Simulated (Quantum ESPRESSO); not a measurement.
Set up this calculation in Quantum ESPRESSO 7.5, as the native input.

```
Task                : dielectric tensor
Functional          : PBEsol
Potentials or basis : GBRV 1.5 PBEsol
Cutoff              : 612 eV
Density cutoff      : 4898 eV
k mesh              : 8 × 8 × 8, shifted
Occupations         : fermi-dirac, width 0.05 eV
Spin                : no spin polarisation
Mixing beta         : 0.5
Most SCF iterations : 120
SCF threshold       : 4e-10 Ry
```

NaF (Villiaumite):

```
Na F
1.0
     0.00000    2.32000    2.32000
     2.32000    0.00000    2.32000
     2.32000    2.32000    0.00000
Na F
1 1
Direct
  0.00000 0.00000 0.00000
  0.50000 0.50000 0.50000
```

The input as run:

pw.in

```
&CONTROL
  calculation = 'scf'
  prefix = 'pwscf'
  outdir = './tmp'
  pseudo_dir = './pseudo'
  tprnfor = .true.
  tstress = .true.
  disk_io = 'low'
/
&SYSTEM
  ibrav = 0
  A = 3.28097546
  nat = 2
  ntyp = 2
  ecutwfc = 45
  ecutrho = 360
  nbnd = 14
  occupations = 'smearing'
  smearing = 'fd'
  degauss = 0.00367493
/
&ELECTRONS
  conv_thr = 4d-10
  electron_maxstep = 120
  mixing_beta = 0.5
/
ATOMIC_SPECIES
Na    22.9898 na_pbesol_v1.5.uspp.F.UPF
F     18.9984 f_pbesol_v1.4.uspp.F.UPF
CELL_PARAMETERS alat
   0.0000000000    0.7071067822    0.7071067822
   0.7071067822    0.0000000000    0.7071067822
   0.7071067822    0.7071067822    0.0000000000
ATOMIC_POSITIONS alat
Na     0.0000000000    0.0000000000    0.0000000000
F      0.7071067822    0.7071067822    0.7071067822
K_POINTS automatic
8 8 8 1 1 1
```

scf2.in

```
&CONTROL
  calculation = 'scf'
  prefix = 'pwscf'
  outdir = './tmp'
  pseudo_dir = './pseudo'
  tprnfor = .true.
  tstress = .true.
  disk_io = 'low'
/
&SYSTEM
  ibrav = 0
  A = 3.28097546
  nat = 2
  ntyp = 2
  ecutwfc = 45
  ecutrho = 360
  nbnd = 14
  occupations = 'fixed'
/
&ELECTRONS
  conv_thr = 1d-13
  electron_maxstep = 120
  mixing_beta = 0.5
  startingpot = 'file'
  startingwfc = 'file'
/
ATOMIC_SPECIES
Na    22.9898 na_pbesol_v1.5.uspp.F.UPF
F     18.9984 f_pbesol_v1.4.uspp.F.UPF
CELL_PARAMETERS alat
   0.0000000000    0.7071067822    0.7071067822
   0.7071067822    0.0000000000    0.7071067822
   0.7071067822    0.7071067822    0.0000000000
ATOMIC_POSITIONS alat
Na     0.0000000000    0.0000000000    0.0000000000
F      0.7071067822    0.7071067822    0.7071067822
K_POINTS automatic
8 8 8 1 1 1
```

ph.in

```
dielectric of NaF
&INPUTPH
  prefix = 'pwscf'
  outdir = './tmp'
  tr2_ph = 1d-18
  fildyn = 'dyn'
  niter_ph = 90
  alpha_mix(1) = 0.7
  epsil = .true.
  trans = .false.
  zeu = .true.
/
0.0000000000 0.0000000000 0.0000000000
```

Potentials or basis: GBRV 1.5 PBEsol.

The run is started by

```sh
$ OMP_NUM_THREADS=1 pw.x -in pw.in > pw.out
$ OMP_NUM_THREADS=1 pw.x -in scf2.in > scf2.out
$ OMP_NUM_THREADS=1 ph.x -in ph.in > ph.out
```

It gave:

```json
{
  "Pressure": "0.2 GPa",
  "Electronic dielectric tensor (diagonal)": "1.89",
  "Born charges (mean of the diagonal)": "Na +1.01; F -1.01 e"
}
```

It took 100 s on 1 thread of Arm Neoverse V1, with other jobs on the host, peak memory 0.08 GiB.
